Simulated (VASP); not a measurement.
# SnSe (F-43m): band edges, masses and strain, part 2 of 3

Wanted: where the band edges of SnSe lie, how heavy the carriers are and how strain moves the gap. The cell is generated by rule, not measured, and may not be a known phase.

VASP 6.6.1, plane waves and PAW; the level of theory is named at each step.

Still holding for the runs below: The k-mesh is coarse for a metal.

So far. Step 3 (Bands on a dense mesh): At 18.2 GPa the cell is away from the equilibrium volume of this level: left free, it would expand.

The structure was built from a prototype and need not be the compound's stable phase.

## Step 4: Bands with spin-orbit coupling

This step: PBE, spin-orbit coupling; plane waves and PAW (Sn_d, Se); invented cell (VASP 6.6.1).

Spin-orbit coupling can split and shift the band edges, more so for heavy elements, so the bands are solved again with spinors.

File INCAR:

```
SYSTEM = SnSe
PREC = Accurate
ENCUT = 400
EDIFF = 1E-06
NELM = 100
ISMEAR = 0
SIGMA = 0.02
LREAL = .FALSE.
ALGO = Normal
GGA = PE
LNONCOLLINEAR = .TRUE.
MAGMOM = 0 0 0 0 0 0
NBANDS = 32
GGA_COMPAT = .FALSE.
LASPH = .TRUE.
LSORBIT = .TRUE.
LORBIT = 11
LWAVE = .FALSE.
LCHARG = .FALSE.
KPAR = 4
ISIF = 2
```

File POSCAR:

```
SnSe
1.0
    0.0000000000      3.0253200000      3.0253200000
    3.0253200000      0.0000000000      3.0253200000
    3.0253200000      3.0253200000      0.0000000000
Sn Se
1 1
Direct
    0.0000000000      0.0000000000      0.0000000000
    0.2500000000      0.2500000000      0.2500000000
```

File KPOINTS:

```
Automatic mesh
0
Gamma
8 8 8
0 0 0
```

File KPOINTS_OPT:

```
Line mode
16
Line-mode
Reciprocal
  0.00000000   0.00000000   0.00000000 GAMMA
  0.50000000   0.00000000   0.50000000 X

  0.50000000   0.00000000   0.50000000 X
  0.50000000   0.25000000   0.75000000 W

  0.50000000   0.25000000   0.75000000 W
  0.37500000   0.37500000   0.75000000 K

  0.37500000   0.37500000   0.75000000 K
  0.00000000   0.00000000   0.00000000 GAMMA

  0.00000000   0.00000000   0.00000000 GAMMA
  0.50000000   0.50000000   0.50000000 L

  0.50000000   0.50000000   0.50000000 L
  0.62500000   0.25000000   0.62500000 U

  0.62500000   0.25000000   0.62500000 U
  0.50000000   0.25000000   0.75000000 W

  0.50000000   0.25000000   0.75000000 W
  0.50000000   0.50000000   0.50000000 L

  0.50000000   0.50000000   0.50000000 L
  0.37500000   0.37500000   0.75000000 K

  0.62500000   0.25000000   0.62500000 U
  0.50000000   0.00000000   0.50000000 X
```

The projector-augmented-wave data sets are Sn_d and Se (PBE family, release 64).

On the command line:

```console
$ mpirun -np 4 vasp_ncl
```

What it wrote:

```text
[... set-up lines as in an earlier step ...]
 entering main loop
       N       E                     dE             d eps       ncg     rms          rms(c)
DAV:   1     0.175434555785E+03    0.17543E+03   -0.80331E+03  2896   0.134E+03
DAV:   2     0.174548173503E+02   -0.15798E+03   -0.15153E+03  2840   0.409E+02
DAV:   3    -0.594162653163E+01   -0.23396E+02   -0.22901E+02  3344   0.135E+02
DAV:   4    -0.693501406718E+01   -0.99339E+00   -0.99119E+00  3248   0.314E+01
DAV:   5    -0.696278377158E+01   -0.27770E-01   -0.27768E-01  3856   0.520E+00    0.623E+00
DAV:   6    -0.679704002301E+01    0.16574E+00   -0.27214E-01  3776   0.347E+00    0.387E+00
DAV:   7    -0.678684169652E+01    0.10198E-01   -0.87369E-02  3120   0.144E+00    0.147E+00
DAV:   8    -0.678540720918E+01    0.14345E-02   -0.43838E-03  3400   0.623E-01    0.665E-01
DAV:   9    -0.678548218320E+01   -0.74974E-04   -0.89346E-04  3608   0.182E-01    0.689E-02
DAV:  10    -0.678548604322E+01   -0.38600E-05   -0.14084E-04  3808   0.144E-01    0.316E-02
DAV:  11    -0.678550107963E+01   -0.15036E-04   -0.28906E-05  3072   0.356E-02    0.145E-02
DAV:  12    -0.678550339453E+01   -0.23149E-05   -0.86682E-06  3376   0.332E-02    0.441E-03
DAV:  13    -0.678550376535E+01   -0.37082E-06   -0.68642E-07  2568   0.751E-03
   1 F= -.67855038E+01 E0= -.67853596E+01  d E =-.288361E-03  mag=    -0.0000    -0.0000     0.0000
 Start KPOINTS_OPT (optional k-point list driver)
k-point batch [1-43\160]
       N       E                     dE             ncg
DAV:   1     0.651546786586E+03   -0.19430E+05     2968
DAV:   2    -0.603867791461E+04   -0.66902E+04     2824
DAV:   3    -0.701605639326E+04   -0.97738E+03     3392
DAV:   4    -0.705813688277E+04   -0.42080E+02     3240
DAV:   5    -0.705936463344E+04   -0.12278E+01     4080
DAV:   6    -0.705938493145E+04   -0.20298E-01     3544
DAV:   7    -0.705938590333E+04   -0.97188E-03     4144
DAV:   8    -0.705938591419E+04   -0.10853E-04     2920
DAV:   9    -0.705938591448E+04   -0.29558E-06     2184
[...]
k-point batch [130-160\160]
       N       E                     dE             ncg
DAV:   1     0.656277658427E+04   -0.16628E+05     2128
DAV:   2     0.168508311088E+04   -0.48777E+04     2072
DAV:   3     0.995933069087E+03   -0.68915E+03     2392
DAV:   4     0.967484886743E+03   -0.28448E+02     2432
DAV:   5     0.966666958040E+03   -0.81793E+00     2744
DAV:   6     0.966647794496E+03   -0.19164E-01     2632
DAV:   7     0.966646727224E+03   -0.10673E-02     2824
DAV:   8     0.966646717043E+03   -0.10181E-04     2256
DAV:   9     0.966646716528E+03   -0.51452E-06     1528
```

It took 82 s on 4 MPI ranks of Intel Xeon Platinum 8375C at 2.90GHz (Ice Lake), shared host; peak memory 1.3 GiB.

OUTCAR, selected parts (step 4):

```text
The static configuration has the point symmetry T_d .

 Found     43 irreducible k-points:

   k-points           NKPTS =     43   k-points in BZ     NKDIM =     43   number of bands    NBANDS=     32

   NELECT =      20.0000    total number of electrons

 E-fermi :   6.0539

 k-point     1 :       0.0000    0.0000    0.0000
  band No.  band energies     occupation
    ...
     16       2.5222      1.00000
     17       2.9426      1.00000
     18       2.9426      1.00000
     19       2.9426      1.00000
     20       2.9426      1.00000
     21       7.0112      0.00000
     22       7.0112      0.00000
     23       7.5582      0.00000
     24       7.5582      0.00000
     25       7.5582      0.00000
    ...

 k-point     2 :       0.1250    0.0000    0.0000
  band No.  band energies     occupation
    ...
     16       2.5051      1.00000
     17       2.8002      1.00000
     18       2.8058      1.00000
     19       3.5777      1.00000
     20       3.5777      1.00000
     21       7.2270      0.00000
     22       7.2270      0.00000
     23       7.6227      0.00000
     24       7.6227      0.00000
     25       7.7901      0.00000
    ...

  Total        6.4978075      6.4978075      6.4978075      0.0000000      0.0000000      0.0000000
  in kB      187.9894473    187.9894473    187.9894473      0.0000000      0.0000000      0.0000000
  external PRESSURE =     187.9894473 kB  Pullay stress =       0.0000000 kB

 POSITION                                       TOTAL-FORCE (eV/Angst)
 -----------------------------------------------------------------------------------
      0.00000      0.00000      0.00000         0.000000      0.000000     -0.000000
      1.51266      1.51266      1.51266        -0.000000     -0.000000      0.000000
 -----------------------------------------------------------------------------------
    total drift:                                0.000000      0.000000      0.000000

  FREE ENERGIE OF THE ION-ELECTRON SYSTEM (eV)
  ---------------------------------------------------
  free  energy   TOTEN  =        -6.7855037653 eV

  energy  without entropy=       -6.7852154047  energy(sigma->0) =       -6.78535959

 Spin-Orbit-Coupling matrix elements
 Ion:    1  E_soc:     -0.0939104
 Ion:    2  E_soc:     -0.0534378

 total charge
# of ion       s       p       d       tot
------------------------------------------
    1        1.369   0.926  10.034  12.329
    2        1.517   2.355   0.054   3.926
--------------------------------------------------
tot          2.886   3.281  10.088  16.255

 magnetization (x)
# of ion       s       p       d       tot
------------------------------------------
    1        0.000  -0.000   0.000   0.000
    2       -0.000   0.000  -0.000   0.000
--------------------------------------------------
tot          0.000   0.000  -0.000   0.000

 magnetization (y)
# of ion       s       p       d       tot
------------------------------------------
    1        0.000   0.000   0.000   0.000
    2        0.000   0.000   0.000   0.000
--------------------------------------------------
tot          0.000   0.000   0.000   0.000

 magnetization (z)
# of ion       s       p       d       tot
------------------------------------------
    1       -0.000  -0.000   0.000  -0.000
    2       -0.000  -0.000  -0.000  -0.000
--------------------------------------------------
tot         -0.000  -0.000  -0.000  -0.000

[... 6 parts as in an earlier step ...]

[... 6 further parts left out ...]
```

LASPH is on here and off in the session's scalar semilocal runs, so a comparison with those holds both changes.

Numbers from this step:

| Property | Result |
| --- | --- |
| SCF cycles | 13 |
| bands | 32 |
| irreducible k-points | 43 |
| free energy (TOTEN) | -6.786 eV |
| energy at zero smearing | -6.785 eV |
| Fermi energy | 6.054 eV |
| pressure | 18.80 GPa |

The spin moment in the PAW sphere vanishes on all atoms.

On-site spin-orbit energy by atom:

```
atom  on-site spin-orbit energy (eV)
 Sn1                         -0.0939
 Se2                         -0.0534
```

The electronic bands at the labelled points (eV, zero at the Fermi level; # counts the bands kept, so #1 is VASP's band 13):

```
          point     #5     #6     #7     #8     #9    #10   #11   #12
              Γ  -3.11  -3.11  -3.11  -3.11   0.96   0.96  1.50  1.50
0.47 of the way  -4.18  -4.18  -0.85  -0.85   0.00   0.00  3.01  3.01
              X  -5.05  -5.05  -0.76  -0.76  -0.71  -0.71  5.77  5.77
0.47 of the way  -5.26  -5.20  -0.21  -0.11  -0.09  -0.01  4.40  4.58
              W  -5.48  -5.38   0.59   0.81   1.79   1.84  1.93  2.28
0.47 of the way  -5.11  -5.09   0.07   0.15   1.33   1.38  3.01  3.20
              K  -4.77  -4.77  -0.58  -0.55   1.27   1.34  4.14  4.43
0.47 of the way  -3.77  -3.76  -1.08  -1.02   1.69   1.90  2.20  2.26
              Γ  -3.11  -3.11  -3.11  -3.11   0.96   0.96  1.50  1.50
0.53 of the way  -3.58  -3.58  -2.14  -2.14   1.83   1.83  2.19  2.19
              L  -3.88  -3.88  -2.31  -2.31   2.06   2.06  2.33  2.33
0.47 of the way  -4.29  -4.29  -1.00  -0.97   1.80   1.83  2.93  2.94
              U  -4.77  -4.77  -0.58  -0.55   1.27   1.34  4.14  4.43
0.47 of the way  -5.04  -5.03  -0.06   0.01   1.31   1.37  3.17  3.36
              W  -5.48  -5.38   0.59   0.81   1.79   1.84  1.93  2.28
0.47 of the way  -4.57  -4.56  -0.44  -0.38   1.66   1.72  2.83  2.96
              L  -3.88  -3.88  -2.31  -2.31   2.06   2.06  2.33  2.33
0.47 of the way  -4.29  -4.29  -1.00  -0.97   1.80   1.83  2.93  2.94
              K  -4.77  -4.77  -0.58  -0.55   1.27   1.34  4.14  4.43
      jump to U  -4.77  -4.77  -0.58  -0.55   1.27   1.34  4.14  4.43
0.53 of the way  -5.01  -5.00  -0.69  -0.69  -0.15  -0.14  5.14  5.23
              X  -5.05  -5.05  -0.76  -0.76  -0.71  -0.71  5.77  5.77
```

Of the projections kept (Sn, Se), the largest for each band there; the rest of the weight can lie on other orbitals:

```
point       #5       #6       #7       #8       #9      #10      #11      #12
    Γ  Se 0.80  Se 0.80  Se 0.80  Se 0.80  Sn 0.83  Sn 0.83  Sn 0.83  Sn 0.83
    X  Se 0.64  Se 0.64  Sn 0.76  Sn 0.76  Sn 0.51  Sn 0.51  Sn 0.57  Sn 0.57
    W  Se 0.66  Se 0.62  Se 0.62  Se 0.63  Se 0.65  Se 0.64  Sn 0.80  Sn 0.80
    K  Se 0.67  Se 0.67  Sn 0.57  Sn 0.60  Se 0.57  Se 0.56  Sn 0.65  Sn 0.67
    Γ  Se 0.80  Se 0.80  Se 0.80  Se 0.80  Sn 0.83  Sn 0.83  Sn 0.83  Sn 0.83
    L  Se 0.72  Se 0.72  Sn 0.64  Sn 0.64  Sn 0.72  Sn 0.72  Sn 0.73  Sn 0.73
```

## Step 5: Orbitals for bands with HSE06

This step: PBE; plane waves and PAW (Sn_d, Se); invented cell (VASP 6.6.1).

The hybrid starts from PBE orbitals, which saves many expensive cycles.

File INCAR:

```
SYSTEM = SnSe
PREC = Accurate
ENCUT = 400
EDIFF = 1E-05
NELM = 100
ISMEAR = 0
SIGMA = 0.02
LREAL = .FALSE.
ALGO = Normal
GGA = PE
NBANDS = 16
LORBIT = 11
LWAVE = .TRUE.
LCHARG = .FALSE.
KPAR = 4
```

POSCAR is that of step 4.

File KPOINTS:

```
Automatic mesh
0
Gamma
4 4 4
0 0 0
```

On the command line:

```console
$ mpirun -np 4 vasp_std
```

What it wrote:

```text
[... set-up lines as in an earlier step ...]
 entering main loop
       N       E                     dE             d eps       ncg     rms          rms(c)
DAV:   1     0.126050206302E+03    0.12605E+03   -0.85782E+03   256   0.126E+03
DAV:   2     0.413034122486E+01   -0.12192E+03   -0.11955E+03   280   0.344E+02
DAV:   3    -0.677285175089E+01   -0.10903E+02   -0.10866E+02   328   0.925E+01
DAV:   4    -0.703768148369E+01   -0.26483E+00   -0.26479E+00   280   0.166E+01
DAV:   5    -0.704505479563E+01   -0.73733E-02   -0.73731E-02   384   0.247E+00    0.631E+00
DAV:   6    -0.692458970894E+01    0.12047E+00   -0.24096E-01   376   0.306E+00    0.392E+00
DAV:   7    -0.691242489260E+01    0.12165E-01   -0.72954E-02   328   0.129E+00    0.994E-01
DAV:   8    -0.691130078730E+01    0.11241E-02   -0.71655E-03   344   0.705E-01    0.168E-01
DAV:   9    -0.691135171269E+01   -0.50925E-04   -0.54872E-04   304   0.225E-01    0.108E-01
DAV:  10    -0.691134450146E+01    0.72112E-05   -0.38975E-05   344   0.435E-02
   1 F= -.69113445E+01 E0= -.69108156E+01  d E =-.105786E-02
 writing wavefunctions
```

Elapsed: 2.8 s, on 4 MPI ranks; peak memory 0.56 GiB.

OUTCAR, selected parts (step 5):

```text
   k-points           NKPTS =      8   k-points in BZ     NKDIM =      8   number of bands    NBANDS=     16

   NELECT =      20.0000    total number of electrons

 E-fermi :   5.9531

 k-point     1 :       0.0000    0.0000    0.0000
  band No.  band energies     occupation
    ...
      6      -9.4315      2.00000
      7       1.6189      2.00000
      8       2.7266      2.00000
      9       2.7266      2.00000
     10       2.7266      2.00000
     11       7.3599      0.00000
     12       7.3599      0.00000
     13       7.3599      0.00000
     14      11.2518      0.00000
     15      13.5952      0.00000
    ...

  Total        5.8565086      5.8565086      5.8565086     -0.0000000     -0.0000000     -0.0000000
  in kB      169.4358920    169.4358920    169.4358920     -0.0000000     -0.0000000     -0.0000000
  external PRESSURE =     169.4358920 kB  Pullay stress =       0.0000000 kB

 POSITION                                       TOTAL-FORCE (eV/Angst)
 -----------------------------------------------------------------------------------
      0.00000      0.00000      0.00000         0.000000      0.000000      0.000000
      1.51266      1.51266      1.51266        -0.000000     -0.000000     -0.000000
 -----------------------------------------------------------------------------------
    total drift:                                0.000001      0.000001      0.000001

  FREE ENERGIE OF THE ION-ELECTRON SYSTEM (eV)
  ---------------------------------------------------
  free  energy   TOTEN  =        -6.9113445015 eV

  energy  without entropy=       -6.9102866460  energy(sigma->0) =       -6.91081557

[... 6 parts as in an earlier step ...]

[... 10 further parts left out ...]
```

Numbers from this step:

- SCF cycles: 10
- bands: 16
- irreducible k-points: 8
- free energy (TOTEN): -6.911 eV
- energy at zero smearing: -6.911 eV
- Fermi energy: 5.953 eV
- pressure: 16.94 GPa

The run ends at a pressure of 16.94 GPa.

(Part 2 of 3 ends here.)

[Lines on the potential files, build, host, timing and source positions are cut from VASP's logs without a mark.]

[Logs are printed without paths, hosts, clocks, repeated set-up lines and the standing remarks that a program may print on its own settings, such as how far it seeks lower states.]

[Hosts, paths, dates, database ids (printed as entryN), source tags and the programs' standing remarks are cut or masked in the printed files.]

[In band tables of VASP the shares of atoms and orbitals are scaled to a sum of 1 inside the atoms' spheres.]

[Gaps and slopes under strain along one axis are those of the sampled path and mesh points; where strain splits equal valleys, another of them can be the edge.]
